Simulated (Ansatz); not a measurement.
# Si (Fd-3m) in Ansatz: notebook

Aim: see how the results for Si move with the level of theory and the settings. Levels: RPBE, LDA, PBEsol. Tasks: band structure, phonons, elastic constants.

All numbers are computed with Ansatz 0.2.0; they aren't measurements. Logs are shortened: lines on timing, memory, paths and dates and some standing lists are left out, and cuts for length are marked.

### 1 The crystal as given

Symmetry: Fd-3m, No. 227, cubic system. Conventional cell: a = 5.444 Å, b = 5.444 Å, c = 5.444 Å, α = 90.00°, β = 90.00°, γ = 90.00°. Si (site symmetry -43m) is surrounded by 4 Si at 2.36 Å.

### 2 Band structure, RPBE

Input file input.yaml:

```yaml
crystal:
  lattice:
    - [0.0, 2.7218511865, 2.7218511865]
    - [2.7218511865, 0.0, 2.7218511865]
    - [2.7218511865, 2.7218511865, 0.0]
  atoms:
    - { symbol: Si, position: [0.5, 0.5, 0.5] }
    - { symbol: Si, position: [0.75, 0.75, 0.75] }
kpoints:
  mp_grid: { grid: [8, 8, 8] }
  band_path:
    path:
      - [0.0, 0.0, 0.0]
      - [0.5, 0.0, 0.5]
      - [0.5, 0.25, 0.75]
      - [0.375, 0.375, 0.75]
      - [0.0, 0.0, 0.0]
      - [0.5, 0.5, 0.5]
      - [0.625, 0.25, 0.625]
      - [0.5, 0.25, 0.75]
    npoints: 6
scf:
  occupations: { method: fermi_dirac, width: 0.05 }
hamiltonian:
  xc: rpbe
  pseudopotentials: { kind: all_electron, lapw: { basis_error: 0.001 } }
output:
  forces: true
  stress: true
  eigenvalues: true
```

Potentials or basis: all-electron LAPW, scalar-relativistic.

Command:

```sh
$ ansatz run input.yaml --threads 1 --pin off --max-ram 3072MiB --backend cpu --events-out ev --progress --plain --runs-dir out
```

What it wrote:

```text
Warning: RAYON_NUM_THREADS=1 ignored (pool sized by the plan → 1); use --threads N
LAPW: plane waves up to 7.554 Å⁻¹, error target 1.0e-3 eV per atom; small_component_spin mean_spin; Si in spheres of 1.179 Å, 12 of its electrons in bands, Dirac shells [] (how accurate: hamiltonian.pseudopotentials.lapw.basis_error, Limitations)
Engine: ansatz 0.2.0, x86_64-unknown-linux-gnu
Pseudopotentials: kind: all_electron
Pseudopotential: Si, LAPW, valence charge 12, lapw/all_electron/scalar/gaussian/Si, Koelling and Harmon's equation, gaussian nucleus
Functional definition: RPBE
  parameter kappa = 0.804
  parameter beta = 0.06672455060314922
  exchange = rpbe_x(kappa = kappa, mu = beta*pi^2/3)
  correlation = pbe_c(beta = beta)
Crystal: 2 atoms, lattice volume = 40.330 Å³
Basis set: ecut = 217.42129979128944 eV, 283 PW (Γ), exchange–correlation at level 2
Bands: 16, of which v1, the nominal top of the filled ones, is band 12 counted from 1 (11 counted from 0)
Symmetry: 48 space group operations
Space group: Fd-3m (ITA 227), of the structure as read, at distance tolerance 3.4e-5 Å
k-points: 29 of 512
Non-local potential: Si, projectors of the file, none
Initial density: superposition of atomic densities (chi_scale 0.1, normalization cell)
Initial wavefunctions: plane waves of lowest kinetic energy (no species holds an atomic orbital)
Functional: x = rpbe, c = pbe(β = 0.06672455060314922)
iter 1 solved again at ethr=3.04e-3 eV; its pass at ethr=1.00e-1 eV (dr2=7.29e-1 eV) is discarded
SCF iter   1: F=—  HF=-15790.846525 eV  |F-HF|=—  |Δ(HF+E_count)|=         —  Δρ=4.15e-2  dr2=7.31e-1  ethr=3.04e-3  ⟨swp⟩=2.0  Hψ=3299  notcnv=0
preconditioner: auto → none  [insulator: Δε(μ)=0.916 eV  Ē_g=9.561 eV  σ=0.050 eV  W_gap=1.00  n_scr=14 (ndim 8)  ℏωp=16.5 eV  f_vac=0.000  D(μ)=0.00/eV (n_scr^D=0)  ε∞_Penn≈4.0]
SCF iter   2: F=—  HF=-15790.729837 eV  |F-HF|=—  |Δ(HF+E_count)|=   1.17e-1  Δρ=1.80e-2  dr2=1.22e-1  ethr=3.04e-3  ⟨swp⟩=2.0  Hψ=1312  notcnv=0
iter 3 solved again at ethr=1.63e-6 eV; its pass at ethr=5.07e-4 eV (dr2=3.91e-4 eV) is discarded
SCF iter   3: F=—  HF=-15790.717261 eV  |F-HF|=—  |Δ(HF+E_count)|=   1.26e-2  Δρ=1.23e-3  dr2=3.79e-4  ethr=1.63e-6  ⟨swp⟩=3.0  Hψ=2341  notcnv=0
SCF iter   4: F=—  HF=-15790.717975 eV  |F-HF|=—  |Δ(HF+E_count)|=         —  Δρ=1.70e-4  dr2=8.14e-6  ethr=1.58e-6  ⟨swp⟩=3.0  Hψ=1317  notcnv=0
the basis was enlarged: its passes take 234.0 KiB over the memory plan, 1 of 1 planned eigensolver slots
SCF iter   5: F=—  HF=-15790.718014 eV  |F-HF|=—  |Δ(HF+E_count)|=   3.91e-5  Δρ=4.27e-5  dr2=7.38e-7  ethr=3.39e-8  ⟨swp⟩=3.1  Hψ=1326  notcnv=0
SCF iter   6: F=-15790.718018 eV  HF=-15790.718018 eV  |F-HF|=3.67e-8  |Δ(HF+E_count)|=   3.77e-6  Δρ=4.84e-6  dr2=9.02e-9  ethr=3.08e-9  ⟨swp⟩=3.1  Hψ=1325  notcnv=0
SCF 1 converged in 6 iterations: F = -15790.718018 eV  dr2 = 9.02e-9
NSCF: frozen V_eff on 43 k-points
SCF converged after 6 iterations
Free energy (F): -15790.718018 eV
Harris-Foulkes:  -15790.718018 eV  (|F-HF|=3.67e-8)
Internal energy: -15790.718003 eV  (E = F + TS)
E sigma→0 (E₀):  -15790.718010 eV
Entropy (-TS):   -0.000015 eV (-0.008 meV/atom)
Fermi energy:    7.778000 eV
--- Per-component energies (eV) ---
  E_band       = -1474.807570
  E_kinetic    = 15836.991218
  E_xc         = -1142.743841
  E_electrostatic = -30484.965380  (all electrons and nuclei)
  E_smearing   = -0.000015  (= −TS)
  E_closure    = 0.000000  (closes the sum)
  E_atoms      = -15780.501239  (free atoms, spherical and without spin; not in F)
  Σ components = -15790.718018   (vs F -15790.718018, Δ=0.00e0)
  Basis errors (estimates in eV, not in F): energy 4.9e-4 per atom: plane waves 4.5e-4 (2.7e-4 summed), levels above the bands 6.6e-54, relativity 2.9e-9, radial functions 4.4e-5, core shells 1.3e-13; eigenvalues (radial functions only) 6.9e-7; not estimated: angular momenta, meshes, grids; target (lapw.basis_error) 1.0e-3; muffin-tin radii Si 1.179 Å
--- Forces (eV/Å), atoms counted from 1 ---
  atom   1  Si    -0.00000000     0.00000000    -0.00000000
  atom   2  Si     0.00000000     0.00000000     0.00000000
  max |Σ_I F_I| component: 1.16e-17 eV/Å
--- Stress (GPa, compression-positive) ---
        2.902486      -0.000000       0.000000
       -0.000000       2.902486      -0.000000
        0.000000      -0.000000       2.902486
  P = ⅓ Tr σ = 2.9025 GPa (29.025 kbar)
--- Band table (eV; the first three rows and the last of 29) ---
  k-point 0: bands = ["-126.5135", "-126.5062", "-82.3532", "-82.3532", "-82.3532", "-82.3370", "-82.3370", "-82.3370", "-4.4422", "7.4552", "7.4552", "7.4552", "10.0209", "10.0209", "10.0209", "10.8519"]
  k-point 1: bands = ["-126.5133", "-126.5064", "-82.3535", "-82.3535", "-82.3531", "-82.3373", "-82.3369", "-82.3369", "-4.2394", "5.8697", "7.1674", "7.1674", "9.9798", "10.4435", "10.4435", "12.1885"]
  k-point 2: bands = ["-126.5127", "-126.5069", "-82.3539", "-82.3539", "-82.3525", "-82.3379", "-82.3364", "-82.3364", "-3.6481", "3.5568", "6.6975", "6.6975", "9.5232", "10.9647", "10.9647", "14.4084"]
  k-point 28: bands = ["-126.5098", "-126.5098", "-82.3557", "-82.3557", "-82.3452", "-82.3452", "-82.3347", "-82.3347", "-0.1659", "-0.1659", "3.6472", "3.6472", "11.7772", "11.7772", "12.4687", "12.4687"]
```

Wall time 9.9 s (1 thread of Intel Xeon at 2.50GHz (Skylake/Cascade Lake), shared host); peak memory 0.25 GiB.

What came out:

```
Free energy             : -15790.7180 eV
Pressure                : 2.9 GPa
Band gap on the k mesh  : 0.69 eV, indirect (least direct gap 2.57 eV)
Band gap along the path : 0.65 eV, indirect (least direct gap 2.57 eV)
```

Levels at the corners of the path, in eV from the valence-band top:
| point | band 10 | band 11 | band 12 | band 13 | band 14 | band 15 |
| --- | --- | --- | --- | --- | --- | --- |
| Γ | 0.00 | 0.00 | 0.00 | 2.57 | 2.57 | 2.57 |
| X | -7.78 | -2.84 | -2.84 | 0.79 | 0.79 | 10.10 |
| W | -7.62 | -3.81 | -3.81 | 4.32 | 4.32 | 5.01 |
| K | -7.19 | -4.25 | -2.41 | 1.27 | 4.17 | 7.46 |
| Γ | 0.00 | 0.00 | 0.00 | 2.57 | 2.57 | 2.57 |
| L | -6.92 | -1.20 | -1.20 | 1.59 | 3.36 | 3.36 |
| U | -7.19 | -4.25 | -2.41 | 1.27 | 4.17 | 7.46 |
| W | -7.62 | -3.81 | -3.81 | 4.32 | 4.32 | 5.01 |

### 3 Phonons, LDA

Input file input.yaml:

```yaml
crystal:
  lattice:
    - [0.0, 2.7218511865, 2.7218511865]
    - [2.7218511865, 0.0, 2.7218511865]
    - [2.7218511865, 2.7218511865, 0.0]
  atoms:
    - { symbol: Si, position: [0.5, 0.5, 0.5] }
    - { symbol: Si, position: [0.75, 0.75, 0.75] }
kpoints:
  mp_grid: { grid: [6, 6, 6] }
scf:
  occupations: { method: fermi_dirac, width: 0.05 }
hamiltonian:
  xc: lda
  pseudopotentials: { kind: all_electron, lapw: { basis_error: 0.001 } }
output: {}
phonons:
  method: fd
  supercell: [1, 1, 1]
```

Potentials or basis: all-electron LAPW, scalar-relativistic.

Command:

```sh
$ ansatz run input.yaml --threads 1 --pin off --max-ram 3072MiB --backend cpu --events-out ev --progress --plain --runs-dir out
```

What it wrote:

```text
Warning: RAYON_NUM_THREADS=1 ignored (pool sized by the plan → 1); use --threads N
LAPW: plane waves up to 7.937 Å⁻¹, error target 1.0e-3 eV per atom; small_component_spin mean_spin; Si in spheres of 1.143 Å, 12 of its electrons in bands, Dirac shells [] (how accurate: hamiltonian.pseudopotentials.lapw.basis_error, Limitations)
Engine: ansatz 0.2.0, x86_64-unknown-linux-gnu
Pseudopotentials: kind: all_electron
Pseudopotential: Si, LAPW, valence charge 12, lapw/all_electron/scalar/gaussian/Si, Koelling and Harmon's equation, gaussian nucleus
Functional definition: SPW92
  exchange = slater_x
  correlation = pw_c
Crystal: 2 atoms, lattice volume = 40.330 Å³
Basis set: ecut = 240.0185437818389 eV, 331 PW (Γ), exchange–correlation at level 2
Bands: 16, of which v1, the nominal top of the filled ones, is band 12 counted from 1 (11 counted from 0)
Symmetry: 48 space group operations
k-points: 16 of 216
Non-local potential: Si, projectors of the file, none
Initial density: superposition of atomic densities (chi_scale 0.1, normalization cell)
Initial wavefunctions: plane waves of lowest kinetic energy (no species holds an atomic orbital)
Functional: x = slater, c = lda
iter 1 solved again at ethr=3.25e-3 eV; its pass at ethr=1.00e-1 eV (dr2=7.80e-1 eV) is discarded
[... 31 lines left out ...]
--- Per-component energies (eV) ---
  E_band       = -1475.402635
  E_kinetic    = 15757.790249
  E_xc         = -1079.863282
  E_electrostatic = -30408.262257  (all electrons and nuclei)
  E_smearing   = -0.000077  (= −TS)
  E_closure    = 0.000000  (closes the sum)
  E_atoms      = -15718.460798  (free atoms, spherical and without spin; not in F)
  Σ components = -15730.335367   (vs F -15730.335367, Δ=0.00e0)
  Basis errors (estimates in eV, not in F): energy 4.6e-4 per atom: plane waves 4.2e-4 (2.5e-4 summed), levels above the bands 1.3e-51, relativity 3.0e-9, radial functions 3.9e-5, core shells 1.6e-13; eigenvalues (radial functions only) 3.9e-7; not estimated: angular momenta, meshes, grids; target (lapw.basis_error) 1.0e-3; muffin-tin radii Si 1.143 Å
--- Forces (eV/Å), atoms counted from 1 ---
  atom   1  Si    -0.00000000     0.00000000    -0.00000000
  atom   2  Si    -0.00000000     0.00000000     0.00000000
  max |Σ_I F_I| component: 1.85e-17 eV/Å
--- Band table (eV; the first three rows and the last of 16) ---
  k-point 0: bands = ["-125.6669", "-125.6591", "-82.5111", "-82.5111", "-82.5111", "-82.4944", "-82.4944", "-82.4944", "-4.7056", "7.2120", "7.2120", "7.2120", "9.7328", "9.7328", "9.7328", "10.3108"]
  k-point 1: bands = ["-125.6665", "-125.6595", "-82.5114", "-82.5114", "-82.5107", "-82.4948", "-82.4941", "-82.4941", "-4.3465", "4.8163", "6.7637", "6.7637", "9.4402", "10.3753", "10.3753", "12.4536"]
  k-point 2: bands = ["-125.6656", "-125.6604", "-82.5120", "-82.5120", "-82.5099", "-82.4957", "-82.4935", "-82.4935", "-3.3368", "1.8765", "6.2179", "6.2179", "8.8324", "10.6735", "10.6735", "14.8568"]
  k-point 15: bands = ["-125.6630", "-125.6630", "-82.5136", "-82.5136", "-82.5028", "-82.5028", "-82.4920", "-82.4920", "-0.4691", "-0.4691", "3.5711", "3.5711", "9.8733", "9.8733", "13.8619", "13.8619"]
--- Phonons: 1 displaced member + reference (amplitude 0.01 Å, Σ member SCF iterations 5) ---
  symmetry images taken by strict's conditions (phonons.symmetry_images: auto; settled by no image being taken that strict refuses)
  ASR residual: 1.168e-5 → 0.000e0 eV/Å²; symmetrization residual: 1.421e-14 eV/Å²
  largest component of a force at the reference: 9.3e-18 eV/Å
  ASR residual per site (eV/Å²): 1.17e-5 1.17e-5
  Γ frequencies (cm⁻¹): 0.00 0.00 0.00 502.29 502.29 502.29
  density of states and harmonic sums: on the 20×20×20 q-mesh, interpolated from the force constants of a 1×1×1 supercell (no non-analytic term)
  largest difference from the sums on the solved wave vectors: F 3.10e-1 eV, S 5.68e-4 and C_V 2.58e-4 eV/K
  zero-point energy: 0.127060 eV/cell   skipped modes (ω ≤ 0): 3   left out of the sums: 6.25e-5 of the cell's modes: C_V's classical limit lies that fraction below 3 k_B per atom; for a crystal, a wire or a layer, F and S can be off by more, and a phonons.interpolated_qmesh denser along its periods is the remedy for the sampling
```

phthermo.tsv:

```text
# format = ansatz-phthermo/1
# interpolated_qmesh = 20 20 20
# force_constants_supercell = 1 1 1
# non_analytic_term = not included (the non-analytic LO-TO correction is not applied to the interpolated dynamical matrix; polar crystals: no LO-TO splitting at GAMMA, and LO and other optical branches, acoustic branches and sound speeds, and with them the density of states and the thermodynamics, can be off between the wave vectors that the force constants were sampled on, most near GAMMA; a larger extent of the force constants narrows that region and is not shown to mend the acoustic slopes)
# zero_point_energy_ev = 1.2706041826e-1
# n_skipped_modes = 3
# share_of_modes_left_out = 6.2500000000e-5
# rigid_motions_known_by = geometry
# t_k	f_vib_ev	s_ev_per_k	c_v_ev_per_k
0.0000	1.2706041826e-1	0.0000000000e0	0.0000000000e0
10.0000	1.2706039015e-1	1.8008995780e-8	8.5586979346e-8
20.0000	1.2705925682e-1	2.7121501194e-7	9.2359534237e-7
30.0000	1.2705326885e-1	1.0365944905e-6	3.3750969652e-6
40.0000	1.2703570608e-1	2.6504794530e-6	8.6895686658e-6
50.0000	1.2699608523e-1	5.5141507339e-6	1.8063893116e-5
[... 93 lines left out ...]
990.0000	-3.7872733756e-1	9.1097727908e-4	5.0571616278e-4
1000.0000	-3.8786256973e-1	9.1606101092e-4	5.0593724253e-4
```

Wall time 17 s (1 thread of Intel Xeon at 2.50GHz (Skylake/Cascade Lake), shared host); peak memory 0.28 GiB.

Results:

| Item | Value |
| --- | --- |
| Free energy | -15730.3354 eV |
| Band gap on the k mesh | 0.62 eV, indirect (least direct gap 2.52 eV) |
| Highest phonon frequency at Γ | 502 cm⁻¹ |

Phonon frequencies in cm⁻¹ (negative: imaginary):
```tsv
q point	frequencies
(0.000, 0.000, 0.000)	0 0 0 502 502 502
```

A k mesh can miss the band edges.

[end of part 1 of 2]
